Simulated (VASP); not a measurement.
# KCl (Fm-3m) in VASP: notebook

Runs on KCl. Level: r2SCAN. Tasks: single point, relaxation of cell and atoms.

Program: VASP 6.6.1. These are calculated values, not measurements. Logs are shortened: lines on timing, memory, paths and dates and some standing lists are left out, and cuts for length are marked.

**The experiment to reproduce.**

A printed reference work, monograph reports, for a bulk crystal of KCl: band gap 8.68 eV.

How close the calculation comes is told below.

**1. The cell of the first run**

Symmetry: Fm-3m, No. 225, cubic system. The conventional cell has a = 6.293 Å, b = 6.293 Å, c = 6.293 Å, α = 90.00°, β = 90.00°, γ = 90.00°. K (site symmetry m-3m) has 6 Cl at 3.15 Å within 4.1 Å. Within 4.1 Å of Cl (site symmetry m-3m) lie 6 K at 3.15 Å.

**2. Single point, r2SCAN**

POSCAR reads:

```
KCl
1.0
    0.0000000000      3.1464700000      3.1464700000
    3.1464700000      0.0000000000      3.1464700000
    3.1464700000      3.1464700000      0.0000000000
K Cl
1 1
Direct
    0.0000000000      0.0000000000      0.0000000000
    0.5000000000      0.5000000000      0.5000000000
```

INCAR.step1 reads:

```
  PREC = Accurate
  ENCUT = 520
  ISMEAR = 0
  SIGMA = 0.02
  LREAL = F
  LASPH = T
  NELM = 60
  NBANDS = 15
  GGA = PE
  ALGO = Normal
  EDIFF = 1E-4
  LWAVE = T
  LCHARG = F
```

INCAR.step2 reads:

```
  PREC = Accurate
  ENCUT = 520
  EDIFF = 1E-7
  ISMEAR = 0
  SIGMA = 0.02
  LREAL = F
  LASPH = T
  NELM = 60
  ALGO = Normal
  ISIF = 2
  LWAVE = F
  LCHARG = T
  METAGGA = R2SCAN
  LMIXTAU = T
  LELF = T
  LVHAR = T
  NBANDS = 15
  ISTART = 1
```

KPOINTS reads:

```
regular mesh
0
Gamma
  6 6 6
```

Potentials or basis: VASP PAW PBE potentials, release 64 (K_sv, Cl).

Run with:

```
$ cat potpaw_PBE.64/K_sv/POTCAR potpaw_PBE.64/Cl/POTCAR > POTCAR
$ cp INCAR.step1 INCAR
$ mpirun -np 1 vasp_std > vasp.out
$ cp INCAR.step2 INCAR
$ mpirun -np 1 vasp_std > vasp.out
```

OUTCAR:

```text
PREC = Accurate
   ENCUT = 520
   EDIFF = 1E-7
   ISMEAR = 0
   LREAL = F
   LASPH = T
   NELM = 60
   ISIF = 2
   METAGGA = R2SCAN
   ISTART = 1

 ion  position               nearest neighbor table
   1  0.000  0.000  0.000-   2 3.15   2 3.15   2 3.15   2 3.15   2 3.15   2 3.15
   2  0.500  0.500  0.500-   1 3.15   1 3.15   1 3.15   1 3.15   1 3.15   1 3.15

  LATTYP: Found a face centered cubic cell.
 ALAT       =     6.2929400000

  Lattice vectors:

 A1 = (   0.0000000000,   3.1464700000,   3.1464700000)
 A2 = (   3.1464700000,   0.0000000000,   3.1464700000)
 A3 = (   3.1464700000,   3.1464700000,   0.0000000000)

Analysis of symmetry for initial positions (statically):
=====================================================================
 Subroutine PRICEL returns:
 Original cell was already a primitive cell.

 Routine SETGRP: Setting up the symmetry group for a
 face centered cubic supercell.

 Subroutine GETGRP returns: Found 48 space group operations
 (whereof 48 operations were pure point group operations)
 out of a pool of 48 trial point group operations.

The static configuration has the point symmetry O_h .

Analysis of symmetry for dynamics (positions and initial velocities):
=====================================================================
 Subroutine PRICEL returns:
 Original cell was already a primitive cell.

 Routine SETGRP: Setting up the symmetry group for a
 face centered cubic supercell.

 Subroutine GETGRP returns: Found 48 space group operations
 (whereof 48 operations were pure point group operations)
 out of a pool of 48 trial point group operations.

The dynamic configuration has the point symmetry O_h .

 Subroutine INISYM returns: Found 48 space group operations
 (whereof 48 operations are pure point group operations),
 and found     1 'primitive' translations

----------------------------------------------------------------------------------------

                                     Primitive cell

  volume of cell :      62.3018

  direct lattice vectors                    reciprocal lattice vectors
     0.000000000  3.146470000  3.146470000    -0.158908237  0.158908237  0.158908237
     3.146470000  0.000000000  3.146470000     0.158908237 -0.158908237  0.158908237
     3.146470000  3.146470000  0.000000000     0.158908237  0.158908237 -0.158908237

  length of vectors
     4.449780548  4.449780548  4.449780548     0.275237140  0.275237140  0.275237140

  position of ions in fractional coordinates (direct lattice)
     0.000000000  0.000000000  0.000000000
     0.500000000  0.500000000  0.500000000
[... 80 lines left out ...]
   NUPDOWN=      -1.0000    fix difference up-down
   EMIN   =  10.00;   EMAX   =-10.00  energy-range for DOS
   EFERMI =   0.00;   METHOD = LEGACY
   ISMEAR =     0;   SIGMA  =   0.02  broadening in eV -4-tet -1-fermi 0-gaus
   EFERMI_NEDOS =   21; number of points for ismear=-14 and -15
   IALGO  =     38    algorithm
   IMIX   =      4    mixing-type and parameters
     AMIX     =   0.40;   BMIX     =  1.00
     AMIX_MAG =   1.60;   BMIX_MAG =  1.00
  volume/ion in A,a.u.               =      31.15       210.22
  Fermi-wavevector in a.u.,A,eV,Ry     =   1.040594  1.966437 14.732871  1.082835
  Thomas-Fermi vector in A             =   2.175177
   LORBIT       =      0    0 simple, 1 ext, 2 COOP (PROOUT), +10 PAW based schemes
   METAGGA = R2SCAN    functional components
   LHFCALC =     F    Hartree Fock is set to
   AEXX    =    0.0000 exact exchange contribution
   IVDW    =     0    specifies the selected vdW correction
   LEPSILON=     F    determine dielectric tensor
   LRPA    =     F    only Hartree local field effects (RPA)
 non-spin polarized calculation
 Gauss-broadening in eV      SIGMA  =   0.02
  energy-cutoff  :      520.00
  volume of cell :       62.30
 maximum number of plane-waves:      1694
 NGX is ok and might be reduce to    36
   NGX = 17   NGY = 17   NGZ = 17

 number of electron      16.0000001 magnetization

 Free energy of the ion-electron system (eV)
  ---------------------------------------------------
  ext. energy  EPLUGINS =         0.00000000
  ---------------------------------------------------
  free energy    TOTEN  =       -16.50648829 eV

  energy without entropy =      -16.50648829  energy(sigma->0) =      -16.50648829

 E-fermi :  -2.0693     XC(G=0):  -7.9534

 val. band max:       -2.2642116350   @ k =   0.0000   0.0000   0.0000
 cond. band min:       3.5654357870   @ k =   0.0000   0.0000   0.0000
 fundamental gap:      5.8296474220
 Fermi energy:        -2.0693340405

 k-point     1 :       0.0000    0.0000    0.0000
  band No.  band energies     occupation
      1     -30.5329      2.00000
      2     -14.9343      2.00000
      3     -13.2242      2.00000
      4     -13.2242      2.00000
      5     -13.2242      2.00000
      6      -2.2642      2.00000
      7      -2.2642      2.00000
      8      -2.2642      2.00000
      9       3.5654      0.00000
     10       6.7697      0.00000
     11       6.7697      0.00000
     12       6.7697      0.00000
     13       7.8127      0.00000
     14       7.8127      0.00000
[... 257 lines left out ...]
      2     -14.8980      2.00000
      3     -13.3417      2.00000
      4     -13.2996      2.00000
      5     -13.1761      2.00000
      6      -2.8445      2.00000
      7      -2.6826      2.00000
      8      -2.6267      2.00000
      9       5.5158      0.00000
     10       7.2493      0.00000
     11       7.7048      0.00000
     12       8.8110      0.00000
     13       9.5848      0.00000
     14      10.2643      0.00000
     15      10.8567      0.00000

------------------------ aborting loop because EDIFF is reached ----------------------------------------

  FORCE on cell =-STRESS in cart. coord.  units (eV):
  Direction    XX          YY          ZZ          XY          YZ          ZX
  --------------------------------------------------------------------------------------
  -------------------------------------------------------------------------------------
  Total       -0.0102383     -0.0102383     -0.0102383      0.0000000     -0.0000000      0.0000000
  in kB       -0.2632931     -0.2632931     -0.2632931      0.0000000     -0.0000000      0.0000000
  external PRESSURE =      -0.2632931 kB  Pullay stress =       0.0000000 kB

 VOLUME and BASIS-vectors are now :
 -----------------------------------------------------------------------------
  energy-cutoff  :      520.00
  volume of cell :       62.30
      direct lattice vectors                 reciprocal lattice vectors
     0.000000000  3.146470000  3.146470000    -0.158908237  0.158908237  0.158908237
     3.146470000  0.000000000  3.146470000     0.158908237 -0.158908237  0.158908237
     3.146470000  3.146470000  0.000000000     0.158908237  0.158908237 -0.158908237

 POSITION                                       TOTAL-FORCE (eV/Angst)
 -----------------------------------------------------------------------------------
      0.00000      0.00000      0.00000         0.000000      0.000000      0.000000
      3.14647      3.14647      3.14647         0.000000      0.000000      0.000000
 -----------------------------------------------------------------------------------
    total drift:                                0.000000      0.000000      0.000000

  FREE ENERGIE OF THE ION-ELECTRON SYSTEM (eV)
  ---------------------------------------------------
  free  energy   TOTEN  =       -16.5064882887 eV

  energy  without entropy=      -16.5064882887  energy(sigma->0) =      -16.50648829
```

OSZICAR.step1:

```text
N       E                     dE             d eps       ncg     rms          rms(c)
DAV:   1     0.104323356274E+03    0.10432E+03   -0.68752E+03   480   0.939E+02
DAV:   2    -0.632625465896E+00   -0.10496E+03   -0.96406E+02   609   0.238E+02
DAV:   3    -0.686959567411E+01   -0.62370E+01   -0.61965E+01   669   0.523E+01
DAV:   4    -0.709380400836E+01   -0.22421E+00   -0.22415E+00   724   0.873E+00
DAV:   5    -0.709522060027E+01   -0.14166E-02   -0.14166E-02   669   0.770E-01    0.333E+00
DAV:   6    -0.680519537720E+01    0.29003E+00   -0.41934E-01   592   0.326E+00    0.272E+00
DAV:   7    -0.679036809734E+01    0.14827E-01   -0.10338E-01   641   0.182E+00    0.157E+00
DAV:   8    -0.680252586279E+01   -0.12158E-01   -0.16053E-02   636   0.947E-01    0.178E-01
DAV:   9    -0.680327180712E+01   -0.74594E-03   -0.93605E-04   606   0.191E-01    0.956E-02
DAV:  10    -0.680384674337E+01   -0.57494E-03   -0.59837E-04   536   0.154E-01    0.197E-02
DAV:  11    -0.680385099525E+01   -0.42519E-05   -0.17347E-05   492   0.265E-02
   1 F= -.68038510E+01 E0= -.68038510E+01  d E =-.583564E-49
```

It took 3 min on 1 thread of Intel Xeon 8259CL, shared host; peak memory 0.22 GiB.

What came out:

- Free energy: -16.5065 eV
- Pressure: 0.0 GPa
- Band gap on the k mesh: 5.83 eV

Caveat: the PAW data sets were made with another functional, which shifts forces and pressure a little.

**3. Single point, r2SCAN (32.09 Å³/atom)**

This run uses another cell than the first one, of 32.09 Å³/atom.

POSCAR reads:

```
KCl
1.0
    0.0000000000      3.1776251945      3.1776251945
    3.1776251945      0.0000000000      3.1776251945
    3.1776251945      3.1776251945      0.0000000000
K Cl
1 1
Direct
    0.0000000000      0.0000000000      0.0000000000
    0.5000000000      0.5000000000      0.5000000000
```

INCAR.step1 reads:

```
SYSTEM = KCl
  PREC = Accurate
  ENCUT = 520
  ISMEAR = 0
  SIGMA = 0.02
  LREAL = .False.
  LASPH = .True.
  NELM = 100
  NBANDS = 15
  GGA = PE
  ALGO = Normal
  EDIFF = 1E-4
  LWAVE = .True.
  LCHARG = .False.
```

INCAR.step2 reads:

```
SYSTEM = KCl
  PREC = Accurate
  ENCUT = 520
  EDIFF = 1E-6
  ISMEAR = 0
  SIGMA = 0.02
  LREAL = .False.
  LASPH = .True.
  NELM = 100
  ALGO = Normal
  ISIF = 2
  LWAVE = .False.
  LCHARG = .True.
  METAGGA = R2SCAN
  LMIXTAU = .True.
  LELF = .True.
  LVHAR = .True.
  NBANDS = 15
  ISTART = 1
```

KPOINTS reads:

```
regular mesh
0
Gamma
  6 6 6
  0 0 0
```

Potentials or basis: VASP PAW PBE potentials, release 64 (K_sv, Cl).

Run with:

```
$ cat potpaw_PBE.64/K_sv/POTCAR potpaw_PBE.64/Cl/POTCAR > POTCAR
$ cp INCAR.step1 INCAR
$ mpirun -np 1 vasp_std > vasp.out
$ cp INCAR.step2 INCAR
$ mpirun -np 1 vasp_std > vasp.out
```

Run time: 2.5 min. Hardware: 1 thread of Intel Xeon 8259CL, shared host; peak memory 0.22 GiB.

Results (log left out):

```yaml
Free_energy: -16.5037 eV
Pressure: -0.6 GPa
Band_gap_on_the_k_mesh: 5.73 eV
```

Levels at points of the mesh, in eV from the valence-band top:
```csv
k point,band 4,band 5,band 6,band 7,band 8,band 9,band 10,band 11,band 12,band 13
"(0.00, 0.00, 0.00)",-11.03,-11.03,0.00,0.00,0.00,5.73,9.02,9.02,9.02,10.05
"(0.50, 0.00, 0.00)",-11.04,-10.83,-0.99,-0.30,-0.30,8.05,9.12,11.23,11.23,12.07
"(0.50, 0.50, 0.00)",-11.08,-11.08,-0.65,-0.22,-0.22,7.06,9.08,10.51,11.06,11.44
```

Caveat: the PAW data sets were made with another functional, which shifts forces and pressure a little.

**4. Single point, r2SCAN (33.02 Å³/atom)**

This run uses another cell than the first one, of 33.02 Å³/atom.

POSCAR reads:

```
KCl
1.0
    0.0000000000      3.2081811574      3.2081811574
    3.2081811574      0.0000000000      3.2081811574
    3.2081811574      3.2081811574      0.0000000000
K Cl
1 1
Direct
    0.0000000000      0.0000000000      0.0000000000
    0.5000000000      0.5000000000      0.5000000000
```

INCAR.step1 reads:

```
SYSTEM = KCl
ALGO = Normal
EDIFF = 1E-4
ENCUT = 520
GGA = PE
ISMEAR = 0
LASPH = .TRUE.
LCHARG = .FALSE.
LREAL = .FALSE.
LWAVE = .TRUE.
NBANDS = 15
NELM = 60
PREC = Accurate
SIGMA = 0.02
```

INCAR.step2 reads:

```
SYSTEM = KCl
ALGO = Normal
EDIFF = 1E-7
ENCUT = 520
ISIF = 2
ISMEAR = 0
ISTART = 1
LASPH = .TRUE.
LCHARG = .FALSE.
LMIXTAU = .TRUE.
LREAL = .FALSE.
LWAVE = .FALSE.
METAGGA = R2SCAN
NBANDS = 15
NELM = 60
PREC = Accurate
SIGMA = 0.02
```

KPOINTS reads:

```
k-points
0
G
  6 6 6
  0 0 0
```

Run with:

```
$ cat potpaw_PBE.64/K_sv/POTCAR potpaw_PBE.64/Cl/POTCAR > POTCAR
$ cp INCAR.step1 INCAR
$ mpirun -np 1 vasp_std > vasp.out
$ cp INCAR.step2 INCAR
$ mpirun -np 1 vasp_std > vasp.out
```

It took 3 min on 1 thread of Intel Xeon 8259CL, shared host; peak memory 0.22 GiB.

It converged, with:

```
Free energy            : -16.4953 eV
Pressure               : -1.0 GPa
Band gap on the k mesh : 5.63 eV
```

Levels at points of the mesh, in eV from the valence-band top:
```
           k point  band 5  band 6  band 7  band 8  band 9  band 10  band 11  band 12
(0.00, 0.00, 0.00)  -11.11    0.00    0.00    0.00    5.63     9.00     9.00     9.00
(0.50, 0.00, 0.00)  -10.92   -0.95   -0.28   -0.28    7.96     9.01    11.13    11.13
(0.50, 0.50, 0.00)  -11.15   -0.63   -0.21   -0.21    7.08     8.95    10.34    11.00
```

Caveat: the PAW data sets were made with another functional, which shifts forces and pressure a little.

**5. Single point, r2SCAN (34.27 Å³/atom)**

This run uses another cell than the first one, of 34.27 Å³/atom.

POSCAR reads:

```
KCl
1.0
    0.0000000000      3.2480384149      3.2480384149
    3.2480384149      0.0000000000      3.2480384149
    3.2480384149      3.2480384149      0.0000000000
K Cl
1 1
Direct
    0.0000000000      0.0000000000      0.0000000000
    0.5000000000      0.5000000000      0.5000000000
```

INCAR.step1 reads:

```
PREC = Accurate
ENCUT = 520
ISMEAR = 0
SIGMA = 0.02
LREAL = False
LASPH = True
NELM = 100
NBANDS = 15
GGA = PE
ALGO = Normal
EDIFF = 1E-4
LWAVE = True
LCHARG = False
```

INCAR.step2 reads:

```
PREC = Accurate
ENCUT = 520
EDIFF = 1E-6
ISMEAR = 0
SIGMA = 0.02
LREAL = False
LASPH = True
NELM = 100
ALGO = Normal
ISIF = 2
LWAVE = False
LCHARG = False
METAGGA = R2SCAN
LMIXTAU = True
NBANDS = 15
ISTART = 1
```

KPOINTS reads:

```
Automatic mesh
0
Gamma
  6 6 6
```

Run with:

```
$ cat potpaw_PBE.64/K_sv/POTCAR potpaw_PBE.64/Cl/POTCAR > POTCAR
$ cp INCAR.step1 INCAR
$ mpirun -np 1 vasp_std > vasp.out
$ cp INCAR.step2 INCAR
$ mpirun -np 1 vasp_std > vasp.out
```

Run time: 2.6 min. Hardware: 1 thread of Intel Xeon 8259CL, shared host; peak memory 0.21 GiB.

It converged, with:

```
Free energy            : -16.4768 eV
Pressure               : -1.5 GPa
Band gap on the k mesh : 5.51 eV
```

Levels at points of the mesh, in eV from the valence-band top:
```csv
k point,band 4,band 5,band 6,band 7,band 8,band 9,band 10,band 11,band 12,band 13
"(0.00, 0.00, 0.00)",-11.20,-11.20,0.00,0.00,0.00,5.51,8.98,8.98,8.98,9.97
"(0.50, 0.00, 0.00)",-11.21,-11.03,-0.89,-0.25,-0.25,7.85,8.86,11.01,11.01,11.84
"(0.50, 0.50, 0.00)",-11.24,-11.24,-0.60,-0.20,-0.20,7.10,8.78,10.13,10.92,11.17
```

Caveat: the PAW data sets were made with another functional, which shifts forces and pressure a little. r2SCAN opens gaps a little over a GGA but as a rule still falls short of measured ones.

**6. Relaxation of cell and atoms, r2SCAN**

POSCAR reads:

```
KCl
1.0
    0.0000000000      3.1464700000      3.1464700000
    3.1464700000      0.0000000000      3.1464700000
    3.1464700000      3.1464700000      0.0000000000
K Cl
1 1
Direct
    0.0000000000      0.0000000000      0.0000000000
    0.5000000000      0.5000000000      0.5000000000
```

INCAR.step1 reads:

```
  PREC = Accurate
  ENCUT = 600
  ISMEAR = 0
  SIGMA = 0.02
  LREAL = False
  LASPH = True
  NELM = 60
  GGA = PE
  ALGO = Normal
  EDIFF = 1E-4
  LWAVE = True
  LCHARG = False
```

INCAR.step2 reads:

```
  PREC = Accurate
  ENCUT = 600
  EDIFF = 1E-6
  ISMEAR = 0
  SIGMA = 0.02
  LREAL = False
  LASPH = True
  NELM = 60
  ALGO = Normal
  ISIF = 3
  LWAVE = False
  LCHARG = False
  METAGGA = R2SCAN
  LMIXTAU = True
  IBRION = 2
  NSW = 100
  EDIFFG = -0.005
  ISTART = 1
```

KPOINTS reads:

```
regular mesh
0
Gamma
  6 6 6
```

Potentials or basis: VASP PAW PBE potentials, release 64 (K_sv, Cl).

Run with:

```
$ cat potpaw_PBE.64/K_sv/POTCAR potpaw_PBE.64/Cl/POTCAR > POTCAR
$ cp INCAR.step1 INCAR
$ mpirun -np 1 vasp_std > vasp.out
$ cp INCAR.step2 INCAR
$ mpirun -np 1 vasp_std > vasp.out
```

Wall time 2.2 min (1 thread of Intel Xeon 8259CL, shared host); peak memory 0.21 GiB.

It converged, with:

* Free energy: -16.5078 eV
* Pressure after relaxing: 0.0 GPa
* Band gap on the k mesh: 5.83 eV

Final structure:
```yaml
crystal:
  lattice:
    - [0.00000, 3.14647, 3.14647]
    - [3.14647, 0.00000, 3.14647]
    - [3.14647, 3.14647, 0.00000]
  atoms:
    - { symbol: K, position: [0.00000, 0.00000, 0.00000] }
    - { symbol: Cl, position: [0.50000, 0.50000, 0.50000] }
```

Levels at points of the mesh, in eV from the valence-band top:
```csv
k point,band 4,band 5,band 6,band 7,band 8,band 9,band 10,band 11,band 12
"(0.00, 0.00, 0.00)",-10.96,-10.96,0.00,0.00,0.00,5.83,9.03,9.03,9.03
"(0.50, 0.00, 0.00)",-10.97,-10.74,-1.05,-0.32,-0.32,8.13,9.24,11.32,11.32
"(0.50, 0.50, 0.00)",-11.01,-11.01,-0.67,-0.23,-0.23,7.03,9.22,10.69,11.11
```

Caveat: the relaxation stopped at its first step, so nothing moved; the PAW data sets were made with another functional, which shifts forces and pressure a little. r2SCAN opens gaps a little over a GGA but as a rule still falls short of measured ones.

**7. Overview**

| task | cell | cutoff (eV) | gap on the mesh (eV) | pressure (GPa) |
| --- | --- | --- | --- | --- |
| single point | a = 4.450 Å, angles 60.0°, 2 atoms | 520 | 5.83 | 0.0 |
| single point | a = 4.494 Å, angles 60.0°, 2 atoms | 520 | 5.73 | -0.6 |
| single point | a = 4.537 Å, angles 60.0°, 2 atoms | 520 | 5.63 | -1.0 |
| single point | a = 4.593 Å, angles 60.0°, 2 atoms | 520 | 5.51 | -1.5 |
| relaxation of cell and atoms | relaxed from a = 4.450 Å, angles 60.0°, 2 atoms | 600 | 5.83 | 0.0 |

Alike in all rows: level r2SCAN; potentials or basis VASP PAW PBE potentials, release 64 (K_sv, Cl); no spin polarisation; k mesh 6 × 6 × 6; smearing gaussian 0.02 eV.

Caveats: the PAW data sets were made with another functional, which shifts forces and pressure a little; the relaxation stopped at its first step, so nothing moved (at least some runs).

Total energies depend on the potentials used, so only differences within one code and one set of settings carry meaning.

**8. Against experiment**

Step 2. A measured gap of KCl is 8.68 eV (a printed reference work, monograph); the calculated 5.83 eV misses it by -2.85 eV. The value is that of r2SCAN, without temperature or zero-point motion.

Step 3. Against the measured gap of KCl, 8.68 eV (a printed reference work, monograph), the calculated 5.73 eV is off by -2.95 eV. The value is that of r2SCAN, without temperature or zero-point motion.

Step 4. Measured gap of KCl: 8.68 eV (a printed reference work, monograph). This calculation gives 5.63 eV (-3.05 eV). The value is that of r2SCAN, without temperature or zero-point motion.
